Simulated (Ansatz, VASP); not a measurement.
Re: VASP beside Ansatz

File INCAR:

```
ALGO = Fast
EDIFF = 1E-6
ENCUT = 520
GGA = PE
ISIF = 2
ISMEAR = 0
LASPH = T
LCHARG = F
LREAL = F
LWAVE = F
NBANDS = 10
NELM = 100
PREC = Accurate
SIGMA = 0.15
```

The input KPOINTS:

```
k-points
0
Gamma
  10 10 10
```

The input POSCAR:

```
Re
1.0
    0.0000000000      2.3206468680      1.4601510094
    2.3206468680      0.0000000000      1.4601510094
    2.3206468680      2.3206468680      0.0000000000
Re
1
Direct
    0.0000000000      0.0000000000      0.0000000000
```

Input for Ansatz:

```yaml
crystal:
  lattice:
    - [0.0, 2.320646868, 1.4601510094]
    - [2.320646868, 0.0, 1.4601510094]
    - [2.320646868, 2.320646868, 0.0]
  atoms:
    - { symbol: Re, position: [0.0, 0.0, 0.0] }
basis:
  ecutwfc: 420
kpoints:
  mp_grid: { grid: [10, 10, 10] }
hamiltonian:
  xc: pbe
scf:
  occupations: { method: gaussian, width: 0.15 }
output:
  forces: true
  stress: true
  eigenvalues: true
```

Alike in both runs: task single point; functional PBE; k mesh 10 × 10 × 10; occupations gaussian, width 0.15 eV; no spin polarisation.

|  | VASP | Ansatz |
| --- | --- | --- |
| version | VASP 6.6.1 | Ansatz 0.2.0 |
| potentials or method | VASP PAW PBE potentials, release 64 (Re) | scalar-relativistic, plane waves, PAW |
| plane-wave cutoff (eV) | 520 | 420 |
| valence electrons in the cell | 7 | 15 |

Ansatz gave:

```
gap on the k mesh at the Fermi level (eV)       : none
pressure (GPa)                                  : -12.4
largest component of the traceless stress (GPa) : 2.64
```

**Question.** What did VASP give for the same quantities?

**Answer.** gap on the k mesh at the Fermi level (eV): none; pressure (GPa): -13.0; largest component of the traceless stress (GPa): 2.45.

A gap of «none» marks a metal or a gap that the smearing closes. With one functional, cell and mesh, what is left measures potentials, basis and numerics. The two sets of potentials don't hold the same shells in valence.

Spin-orbit coupling is left out, which matters for the levels of Re.
